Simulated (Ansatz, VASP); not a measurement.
Zn in VASP and in Ansatz

File INCAR:

```
  PREC = Accurate
  ENCUT = 520
  EDIFF = 1E-6
  ISMEAR = 0
  SIGMA = 0.1
  LREAL = False
  LASPH = True
  NELM = 60
  ALGO = Normal
  ISIF = 2
  LWAVE = False
  LCHARG = True
  GGA = PE
  LELF = True
  LVHAR = True
  NBANDS = 19
```

KPOINTS

```
regular mesh
0
Gamma
  6 6 6
```

Contents of POSCAR:

```
Zn
1.0
    0.0000000000      2.5878309705      2.5878309705
    2.5878309705      0.0000000000      2.5878309705
    2.5878309705      2.5878309705      0.0000000000
Zn
2
Direct
    0.5000000000      0.5000000000      0.5000000000
    0.7500000000      0.7500000000      0.7500000000
```

Input for Ansatz:

```yaml
crystal:
  lattice:
    - [0.0, 2.5878309705, 2.5878309705]
    - [2.5878309705, 0.0, 2.5878309705]
    - [2.5878309705, 2.5878309705, 0.0]
  atoms:
    - { symbol: Zn, position: [0.5, 0.5, 0.5] }
    - { symbol: Zn, position: [0.75, 0.75, 0.75] }
basis:
  ecutwfc: 420
kpoints:
  mp_grid: { grid: [6, 6, 6] }
hamiltonian:
  xc: pbe
scf:
  occupations: { method: gaussian, width: 0.1 }
  lower_state_search: "off"
output:
  forces: true
  stress: true
  eigenvalues: true
```

Alike in both runs: task single point; functional PBE; k mesh 6 × 6 × 6; occupations gaussian, width 0.1 eV; no spin polarisation.

|  | VASP | Ansatz |
| --- | --- | --- |
| version | VASP 6.6.1 | Ansatz 0.2.0 |
| potentials or method | VASP PAW PBE potentials, release 64 (Zn) | scalar-relativistic, plane waves, PAW |
| plane-wave cutoff (eV) | 520 | 420 |
| valence electrons in the cell | 24 | 24 |

```csv
,VASP,Ansatz,Ansatz less VASP
gap on the k mesh at the Fermi level (eV),none,none,-
pressure (GPa),24.1,23.5,-0.64
```

A gap of «none» marks a metal or a gap that the smearing closes. The functional is the same, so the differences come from potentials, cutoffs and numerics.

Caveats: so large a pressure means that the cell lies far from this level's equilibrium, or that cutoff or potentials fall short (VASP).
